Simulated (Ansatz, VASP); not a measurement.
# Mo: VASP beside Ansatz

```
Mo
1.0
     0.00000    1.98145    1.98145
     1.98145    0.00000    1.98145
     1.98145    1.98145    0.00000
Mo
1
Direct
  0.00000 0.00000 0.00000
```

Alike in both runs: task single point; functional PBEsol; k mesh 18 × 18 × 18; occupations gaussian, width 0.1 eV; no spin polarisation.

```csv
,VASP,Ansatz
version,VASP 6.6.1,Ansatz 0.2.0
potentials or method,"VASP PAW PBE potentials, release 64 (Mo_sv)","scalar-relativistic, plane waves, PAW"
plane-wave cutoff (eV),520,420
valence electrons in the cell,14,14
```

|  | VASP | Ansatz | Ansatz less VASP |
| --- | --- | --- | --- |
| gap on the k mesh at the Fermi level (eV) | none | none | - |
| pressure (GPa) | 0.1 | -0.4 | -0.51 |

A gap of «none» marks a metal or a gap that the smearing closes. With one functional, cell and mesh, what is left measures potentials, basis and numerics.

Caveats: the PAW data sets were made with another functional, which shifts forces and pressure a little (VASP).
